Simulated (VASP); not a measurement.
A VASP 6.6.1 single-point calculation on CaO

INCAR

```
LASPH = .FALSE.
ISIF = 2
LREAL = .FALSE.
PREC = Accurate
ISMEAR = -1
GGA = PE
NBANDS = 15
EDIFF = 1E-6
IBRION = -1
LCHARG = .FALSE.
NELM = 120
ENCUT = 520
SIGMA = 0.02
LWAVE = .FALSE.
NSW = 0
```

KPOINTS

```
KPOINTS created by Atomic Simulation Environment
0
Gamma
10 10 10
0 0 0
```

POSCAR

```
Ca O
 1.0000000000000000
     0.0000000000000000    2.3975501135538488    2.3975501135538488
     2.3975501135538488    0.0000000000000000    2.3975501135538488
     2.3975501135538488    2.3975501135538488    0.0000000000000000
 Ca  O
   1   1
Cartesian
  0.0000000000000000 -0.0000000000000000 -0.0000000000000000
  2.3975501135538488  2.3975501135538488  2.3975501135538488
```

The recommended PBE PAW datasets give the neutral cell 16 valence electrons.

Command

```
mpirun -np 1 vasp_std
```

**Question.** How does this run end, and what does it give?

**Answer.** It converged. Results: gap between bands v and c on the k mesh 3.63 eV; least direct gap on the k mesh 4.01 eV; pressure 3.1 GPa. Band v is the last that the valence electrons fill when counted band by band, and c is the next.

OSZICAR

```
N       E                     dE             d eps       ncg     rms          rms(c)
DAV:   1     0.125619269463E+03    0.12562E+03   -0.83590E+03  1410   0.109E+03
DAV:   2    -0.903702406787E+01   -0.13466E+03   -0.12463E+03  1774   0.291E+02
DAV:   3    -0.143675427695E+02   -0.53305E+01   -0.52931E+01  1690   0.602E+01
DAV:   4    -0.145089062987E+02   -0.14136E+00   -0.14128E+00  1968   0.888E+00
DAV:   5    -0.145103526632E+02   -0.14464E-02   -0.14463E-02  1677   0.856E-01    0.857E+00
DAV:   6    -0.128727241033E+02    0.16376E+01   -0.50675E+00  1600   0.221E+01    0.357E+00
DAV:   7    -0.128009638799E+02    0.71760E-01   -0.40447E-01  1613   0.660E+00    0.180E+00
DAV:   8    -0.127984825755E+02    0.24813E-02   -0.75110E-02  1816   0.295E+00    0.421E-01
DAV:   9    -0.127969455426E+02    0.15370E-02   -0.46106E-03  1466   0.571E-01    0.109E-01
DAV:  10    -0.127975966871E+02   -0.65114E-03   -0.71948E-04  1718   0.243E-01    0.415E-02
DAV:  11    -0.127975729622E+02    0.23725E-04   -0.49574E-05  1663   0.832E-02    0.706E-03
DAV:  12    -0.127975726442E+02    0.31794E-06   -0.71277E-06  1655   0.241E-02
   1 F= -.12797573E+02 E0= -.12797573E+02  d E =-.520229E-14
```

For comparison, a separate PBE run of the intended cell, on usual settings and not on those above, gives a gap of 3.63 eV on its mesh and a pressure of 3.1 GPa.
